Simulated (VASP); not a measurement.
Crystal: InSe.

```
CELL_PARAMETERS angstrom
5.82639 -2.05465 0.00000
5.82639 2.05465 0.00000
-1.72323 0.00000 4.77135
ATOMIC_POSITIONS crystal
In 0.88820 0.88820 0.04684
In 0.11180 0.11180 0.95316
Se 0.66093 0.66093 0.66896
Se 0.33907 0.33907 0.33104
```

The cell comes from a database or a generator and needn't be the stable form of this composition.

- Program: VASP 6.6.1
- Task: relaxation of cell and atoms
- Functional: LDA
- Potentials or basis: VASP PAW LDA potentials, release 64 (In_d, Se)
- Cutoff: 600 eV
- k mesh: 6 × 6 × 6
- Occupations: gaussian, width 0.02 eV
- Spin: no spin polarisation

At the start: pressure -2.6 GPa; volume 28.56 Å³/atom.

Question: How do energy, volume and symmetry change on relaxing?

Answer: Over 42 steps the energy falls by 31.1 meV/atom and the volume is 24.73 Å³/atom (-13.4 %); space group C2/m (No. 12, to 0.05 Å).

Step by step:
| step | energy change (eV) | largest force (eV/Å) | pressure (GPa) | volume (Å³) |
| --- | --- | --- | --- | --- |
| 1 | 0.0000 | 0.0693 | -2.64 | 114.24 |
| 3 | -0.0481 | 0.3239 | -0.04 | 108.86 |
| 5 | -0.0604 | 0.2270 | -0.01 | 107.11 |
| 7 | -0.0831 | 0.1499 | -0.12 | 104.98 |
| 9 | -0.1029 | 0.1033 | 0.30 | 100.78 |
| 11 | -0.1123 | 0.0659 | -0.17 | 100.63 |
| 13 | -0.1150 | 0.0919 | -0.03 | 100.14 |
| 15 | -0.1161 | 0.0754 | 0.10 | 99.95 |
| 17 | -0.1173 | 0.0907 | 0.06 | 100.01 |
| 19 | -0.1184 | 0.0576 | -0.48 | 100.72 |
| 21 | -0.1192 | 0.0477 | -0.27 | 100.40 |
| 23 | -0.1195 | 0.0735 | 0.20 | 99.44 |
| 25 | -0.1213 | 0.0443 | 0.04 | 99.77 |
| 27 | -0.1215 | 0.1254 | 0.32 | 98.96 |
| 29 | -0.1231 | 0.0508 | 0.10 | 99.43 |
| 31 | -0.1233 | 0.0358 | -0.37 | 99.72 |
| 33 | -0.1240 | 0.0261 | 0.00 | 99.39 |
| 35 | -0.1241 | 0.0294 | -0.05 | 99.31 |
| 37 | -0.1241 | 0.0337 | -0.04 | 99.23 |
| 39 | -0.1243 | 0.0293 | -0.04 | 99.14 |
| 41 | -0.1244 | 0.0204 | 0.07 | 98.89 |
| 42 | -0.1245 | 0.0180 | 0.01 | 98.91 |

Final structure:
```
In Se
1.0
     5.84627   -2.04343    0.11470
     5.84627    2.04343    0.11470
    -1.64069    0.00000    4.10752
In Se
2 2
Direct
  0.88479 0.88479 0.01842
  0.11521 0.11521 0.98158
  0.65227 0.65227 0.63274
  0.34773 0.34773 0.36726
```
